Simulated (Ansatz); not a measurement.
BaF2 (Fm-3m): G0W0 against its settings

A 3-atom cell of BaF2 (Fm-3m) from a materials database, relaxed with r2SCAN; one-shot G0W0 in Ansatz without spin-orbit coupling. No spin polarisation and no zero-point or thermal motion.

```xyz
3
Lattice="0.0000 3.0972 3.0972 3.0972 0.0000 3.0972 3.0972 3.0972 0.0000" Properties=species:S:1:pos:R:3 pbc="T T T"
Ba    0.0000    0.0000    0.0000
F     1.5486    1.5486    1.5486
F     4.6458    4.6458    4.6458
```

Gaps are read over the mesh points alone. G0W0 here is at a finite number of bands, screening cutoff and k mesh, not at the basis limit.
```tsv
start	potentials	frequency model	mesh	empty bands	screening cutoff (eV)	Kohn-Sham gap (eV)	G0W0 gap (eV)
PBE	PAW	contour deformation	6×6×6	177	120	6.86	9.50
PBE	PAW	contour deformation	6×6×6	440	220	6.86	9.69
PBE	PAW	contour deformation	6×6×6	808	300	6.86	9.77
HSE06	PAW	contour deformation	6×6×6	440	220	8.79	10.55
r2SCAN	PAW	contour deformation	6×6×6	440	220	7.44	9.95
PBE0	PAW	contour deformation	6×6×6	440	220	9.56	10.79
PBE	PAW	Godby-Needs pole	6×6×6	440	220	6.86	9.60
PBE	PAW	contour deformation	8×8×8	96	80	6.84	9.44
PBE	norm-conserving	contour deformation	6×6×6	440	220	6.85	9.70
```

G0W0 moves the gap on the mesh from 6.86 eV (PBE) to 9.77 eV (Γ–K (0.44 of the way from Γ) to Γ). Renormalisation factors Z lie between 0.77 and 0.88.

Raising bands and cutoff together moves the gap by +0.19 eV (120 to 220 eV), then +0.08 eV (220 to 300 eV); the last step is still large, so the basis limit isn't reached. Starting from HSE06 (8.79 eV against PBE's 6.86 eV) gives 10.55 eV, +0.86 eV from G0W0@PBE at the same screening cutoff. Starting from r2SCAN (7.44 eV against PBE's 6.86 eV) gives 9.95 eV, +0.26 eV from G0W0@PBE at the same screening cutoff. Starting from PBE0 (9.56 eV against PBE's 6.86 eV) gives 10.79 eV, +1.10 eV from G0W0@PBE at the same screening cutoff. The Godby-Needs plasmon pole differs from contour deformation by -0.09 eV. Norm-conserving potentials (wave cutoff 1320 eV against 420 eV) shift the quasiparticle gap by +0.01 eV and the PBE gap by -0.01 eV. r2SCAN runs take a wave cutoff of 500 eV.
